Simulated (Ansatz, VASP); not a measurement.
## FePt (Tetraferroplatinum): VASP beside Ansatz

```xyz
2
Lattice="2.7415 0.0000 0.0000 0.0000 2.7415 0.0000 0.0000 0.0000 3.7446" Properties=species:S:1:pos:R:3 pbc="T T T"
Pt    1.3708    1.3708    1.8723
Fe    0.0000    0.0000    0.0000
```

Alike in both runs: task single point; functional PBEsol; k mesh 10 × 10 × 7; occupations fermi-dirac, width 0.05 eV; collinear spin.

|  | VASP | Ansatz |
| --- | --- | --- |
| version | VASP 6.6.1 | Ansatz 0.2.0 |
| potentials or method | VASP PAW PBE potentials, release 64 (Pt, Fe) | Ansatz PAW |
| plane-wave cutoff (eV) | 520 | 420 |
| valence electrons in the cell | 18 | 34 |

Ansatz gave:

```
gap on the k mesh at the Fermi level (eV)                     : none
pressure (GPa)                                                : -9.8
largest component of the traceless stress (GPa)               : 0.54
net moment per atom (μB)                                      : 1.66
size of the moment on the site where the two differ most (μB) : 0.39
```

Task: What did VASP give for the same quantities?

Result: gap on the k mesh at the Fermi level (eV): none; pressure (GPa): -10.1; largest component of the traceless stress (GPa): 0.58; net moment per atom (μB): 1.66; size of the moment on the site where the two differ most (μB): 0.34.

Site moments also hang on the region over which each program counts them. A gap of «none» marks a metal or a gap that the smearing closes. The two sets of potentials don't hold the same shells in valence.

Caveats: the PAW data sets were made with another functional, which shifts forces and pressure a little (VASP); the PAW data sets come from PBE, with cores solved anew for the run's functional, which leaves a small shift of forces and pressure (Ansatz). Spin-orbit coupling is left out, which matters for the levels of Pt.
